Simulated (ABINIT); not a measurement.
Wanted: the native input for an ABINIT 10.8.3 (patched build) run.

* Task: equation of state
* Functional: HCTH407
* Potentials or basis: JTH PAW PBE v2.0
* Cutoff: 463 eV
* k mesh: 12 × 12 × 12
* Occupations: fermi-dirac, width 0.05 eV
* Spin: no spin polarisation
* Fine-grid cutoff: 925.187 eV
* Exchange and correlation inside the PAW spheres: full angular mesh (pawxcdev 0, this build's default; the released program takes 1)

Crystal: Ir.

```
Ir
1.0
     0.00000    1.91560    1.91560
     1.91560    0.00000    1.91560
     1.91560    1.91560    0.00000
Ir
1
Direct
  0.00000 0.00000 0.00000
```

These files were run (other wordings do the same):

run.abi

```
ndtset 7
getwfk -1
scalecart1 3*0.9795861087
scalecart2 3*0.9864848297
scalecart3 3*0.9932883884
scalecart4 3*1.0000000000
scalecart5 3*1.0066227096
scalecart6 3*1.0131594038
scalecart7 3*1.0196128224

pp_dirpath "./"
pseudos "Ir.GGA_PBE-JTH.xml"

acell 2.7090675001 2.7090675001 2.7090675001 Angstrom
rprim
     0.0000000000     0.7071067812     0.7071067812
     0.7071067812     0.0000000000     0.7071067812
     0.7071067812     0.7071067812     0.0000000000
ntypat 1
znucl 77
natom 1
typat 1
xred
     0.0000000000     0.0000000000     0.0000000000

ecut 17.0
pawecutdg 34.0

kptopt 1
ngkpt 12 12 12
nshiftk 1
shiftk 0.0 0.0 0.0

ixc 27

nband 12
occopt 3
tsmear 0.05 eV

nstep 100
tolvrs 1.0e-9

iomode 3
prtwf 1
prtden 0
prteig 0
prtebands 0
enunit 1
```

Potentials or basis: JTH PAW PBE v2.0.

Launch:

```console
$ abinit run.abi > log 2>&1
```

It gave:

```
Equilibrium volume                      : 13.89 Å³/atom
Bulk modulus                            : 350 GPa
Pressure derivative of the bulk modulus : 5.1
```

Caveat: pressures at fixed basis lie under the slope of the energies; the PAW data sets were made with another functional, which shifts forces and pressure a little; the atomic spheres overlap.

It took 64 s on 1 thread of Arm Neoverse V1, with other jobs on the host, peak memory 0.13 GiB.
